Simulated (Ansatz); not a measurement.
# LiCl under changes of volume

One of the cells (16.871 Å³/atom); the others are scaled copies at fixed shape and fractional positions:

```
CELL_PARAMETERS angstrom
0.00000 2.56477 2.56477
2.56477 0.00000 2.56477
2.56477 2.56477 0.00000
ATOMIC_POSITIONS crystal
Cl 0.50000 0.50000 0.50000
Li 0.00000 0.00000 0.00000
```

| Quantity | Value |
| --- | --- |
| Program | Ansatz 0.2.0 |
| Functional | PBEsol |
| Potentials or basis | all-electron LAPW, scalar-relativistic |
| Cutoff | 176 eV (chosen from the basis error) |
| Basis error allowed | 0.0005 eV/atom |
| k mesh | 9 × 9 × 9 |
| Occupations | fermi-dirac, width 0.05 eV |
| Spin | no spin polarisation |

```tsv
volume (Å³/atom)	energy over the lowest point (meV/atom)	pressure (GPa)	gap on the mesh (eV)
15.859	0.94	0.8	6.49
16.196	0.00	0.1	6.36
16.534	0.61	-0.6	6.24
16.871	2.62	-1.3	6.12
17.209	5.86	-1.8	6.02
17.546	?	?	?
17.883	15.58	-2.8	5.81
```

Q: What does the run at 17.546 Å³/atom give?

A: Energy over the lowest point 10.23 meV/atom; pressure -2.3 GPa; gap on the mesh 5.91 eV.

Worked out: A Birch-Murnaghan fit of order 3 (a polynomial in V^(-2/3)) to the other rows has its minimum at 16.23 Å³/atom with B0 = V·E''(V) = 35 GPa and B' = 4.3. It gives 10.22 meV/atom at 17.546 Å³/atom, against the run's 10.23, and -dE/dV = -2.3 GPa, against -2.3. A straight line through the other rows of the gap, of slope -5.64 eV per unit of ln V (its deformation potential), gives 5.91 eV, against the run's 5.91.

Energies are extrapolated to zero smearing.

Caveats: an odd mesh through Γ misses points on the zone boundary, where band edges often lie.
